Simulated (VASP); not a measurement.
# CaO: relaxation of cell and atoms with PBEsol+D4

The system is CaO.

```
CELL_PARAMETERS angstrom
-1.55296 1.55296 5.82128
1.55296 -1.55296 5.82128
1.55296 1.55296 -5.82128
ATOMIC_POSITIONS crystal
Ca 0.04236 0.04236 0.00000
Ca 0.79236 0.29236 0.50000
O 0.45764 0.45764 0.00000
O 0.20764 0.70764 0.50000
```

The cell was built by a generator and needn't be a form met in nature.

| Property | Result |
| --- | --- |
| Program | VASP 6.6.1 |
| Task | relaxation of cell and atoms |
| Functional | PBEsol |
| Dispersion | D4 |
| Potentials or basis | VASP PAW PBE potentials, release 64 (Ca_sv, O) |
| Cutoff | 600 eV |
| k mesh | 9 × 9 × 9 |
| Occupations | fermi-dirac, width 0.05 eV |
| Spin | no spin polarisation |
| Further INCAR settings | ALGO = Normal; EDIFF = 1e-06; IBRION = 2; EDIFFG = -0.02; NSW = 40; ISIF = 3 |

```yaml
Relaxed_volume: 13.35 Å³/atom
Relaxed_cell: a = 6.110 Å, b = 6.110 Å, c = 6.110 Å, α = 151.03°, β = 151.03°, γ = 41.44°
Space_group_after_relaxing_to_0.05_Å: I4_1md (No. 109)
Energy_gained_by_relaxing: 11.0 meV/atom
Ionic_steps: 6
Pressure_after_relaxing: 0.0 GPa
Largest_force_after_relaxing: 0.007 eV/Å
Band_gap_on_the_k_mesh: 3.49 eV, indirect (least direct gap 3.58 eV)
Dispersion_energy_per_atom: -0.097 eV
```

Forces on the atoms (eV/Å):
```
Ca   0.000  0.000  0.007
Ca   0.000  0.000  0.007
O    0.000  0.000 -0.007
O    0.000  0.000 -0.007
```

Stress tensor (GPa, compression positive):
```
-0.11  0.00  0.00
 0.00 -0.11  0.00
 0.00  0.00  0.08
```

The path:
| step | energy change (eV) | largest force (eV/Å) | pressure (GPa) | volume (Å³) |
| --- | --- | --- | --- | --- |
| 1 | 0.0000 | 0.0150 | -4.93 | 56.16 |
| 2 | -0.0396 | 0.0690 | 1.59 | 52.72 |
| 3 | -0.0432 | 0.0486 | -0.01 | 53.46 |
| 4 | -0.0438 | 0.0324 | 0.03 | 53.43 |
| 5 | -0.0440 | 0.0174 | 0.04 | 53.40 |
| 6 | -0.0441 | 0.0072 | -0.05 | 53.42 |

Final structure:
```
Ca O
1.0
    -1.52862    1.52862    5.71528
     1.52862   -1.52862    5.71528
     1.52862    1.52862   -5.71528
Ca O
2 2
Direct
  0.04281 0.04281 0.00000
  0.79281 0.29281 0.50000
  0.45719 0.45719 0.00000
  0.20719 0.70719 0.50000
```

Levels at points of the mesh, in eV from the valence-band top:
| k point | band 14 | band 15 | band 16 | band 17 | band 18 | band 19 |
| --- | --- | --- | --- | --- | --- | --- |
| (0.00, 0.00, 0.00) | -0.45 | -0.09 | -0.09 | 3.49 | 4.11 | 5.44 |

Run time: 7.2 min on 1 thread of Intel(R) Xeon(R) 6975P-C (Granite Rapids), with other jobs on the host, peak memory 0.43 GiB.

Caveat: the PAW data sets were made with another functional, which shifts forces and pressure a little; an odd mesh through Γ misses points on the zone boundary, where band edges often lie. A hybrid or GW would open this gap; PBEsol tends to underestimate it.
